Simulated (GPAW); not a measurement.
I:

```
I
1.0
     3.63503   -2.39502    0.00000
     3.63503    2.39502    0.00000
     0.00000    0.00000    9.79344
I
4
Direct
  0.64930 0.35070 0.38440
  0.14930 0.85070 0.11560
  0.35070 0.64930 0.61560
  0.85070 0.14930 0.88440
```

| Quantity | Value |
| --- | --- |
| Program | GPAW 26.7.0 |
| Task | relaxation of cell and atoms |
| Functional | PBEsol |
| Dispersion | D3(BJ)+ATM |
| Potentials or basis | PAW data sets generated in the run's folder for this functional |
| Cutoff | 600 eV |
| Basis | pw |
| k mesh | 5 × 5 × 2 |
| Occupations | fermi-dirac, width 0.05 eV |
| Spin | no spin polarisation |

At the start: pressure -0.6 GPa; volume 42.63 Å³/atom.

Q: Where does the relaxation end?

A: Over 24 steps the energy falls by 85.6 meV/atom and the volume is 36.26 Å³/atom (-14.9 %); space group Cmce (No. 64, to 0.05 Å).

The path:
```csv
step,energy change (eV),largest force (eV/Å),pressure (GPa),volume (Å³)
1,0.0000,0.9022,-0.63,170.52
2,-0.0431,0.6786,-1.03,170.22
3,-0.1366,0.1046,-1.99,167.94
4,-0.1706,0.1112,-2.17,165.52
5,-0.2068,0.3277,-1.96,161.10
6,-0.2325,0.3984,-1.49,157.62
7,-0.2703,0.3346,-0.48,152.96
8,-0.2848,0.2156,0.09,151.44
9,-0.2886,0.2040,0.08,151.40
10,-0.3124,0.2007,0.00,149.83
11,-0.3262,0.1755,-0.03,147.50
12,-0.3331,0.0880,-0.02,145.58
13,-0.3348,0.0227,0.01,144.88
14,-0.3349,0.0203,0.02,144.83
15,-0.3354,0.0313,0.04,144.74
16,-0.3363,0.0572,0.06,144.63
17,-0.3383,0.0878,0.08,144.51
18,-0.3406,0.0887,0.07,144.49
19,-0.3420,0.0433,0.05,144.65
20,-0.3424,0.0095,0.04,144.83
21,-0.3424,0.0071,0.03,144.86
22,-0.3424,0.0056,0.02,144.88
23,-0.3425,0.0053,0.01,144.94
24,-0.3425,0.0070,-0.01,145.06
```

Final structure:
```
I
1.0
     3.52338   -2.13642    0.00000
     3.52338    2.13642    0.00000
     0.00000   -0.00001    9.63534
I
4
Direct
  0.67702 0.32298 0.37657
  0.17702 0.82298 0.12343
  0.32298 0.67702 0.62343
  0.82298 0.17702 0.87657
```

Caveat: later steps reuse the first step's grids.
